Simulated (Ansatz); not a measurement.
HgTe (Fm-3m)

Theory: DFT PBE+D3(BJ), scalar-relativistic, plane waves, PAW in Ansatz 0.2.0.

Cutoff 420 eV; k points 12×12×12 on the computed 2-atom cell (Γ-centred); Gaussian smearing, width 0.10 eV; no spin polarisation.

The structure is relaxed at this level of theory with its symmetry kept. This rock-salt form isn't the usual stable structure of the compound.

It takes space group Fm-3m (No. 225, cubic). The conventional cell has a = 6.040 Å, b = 6.040 Å, c = 6.040 Å, α = 90.00°, β = 90.00°, γ = 90.00°. Around Hg (site symmetry m-3m) lie 6 Te at 3.02 Å. Te (site symmetry m-3m) is surrounded by 6 Hg at 3.02 Å.

| Item | Value |
| --- | --- |
| Volume per atom | 185.8 bohr³ |
| Kohn–Sham band gap | none (metal) |
| Density of states at the Fermi level | 1.19 states/eV per cell |
| Löwdin character within 0.5 eV of the Fermi level | Te 5p 76 %, Hg 6s 12 %, unprojected 6 % |
| Bader charges (e) | Hg (1 in the cell) 0.08, Te (1 in the cell) -0.08 |

Spin-orbit coupling is left out, which matters for the bands of heavy elements.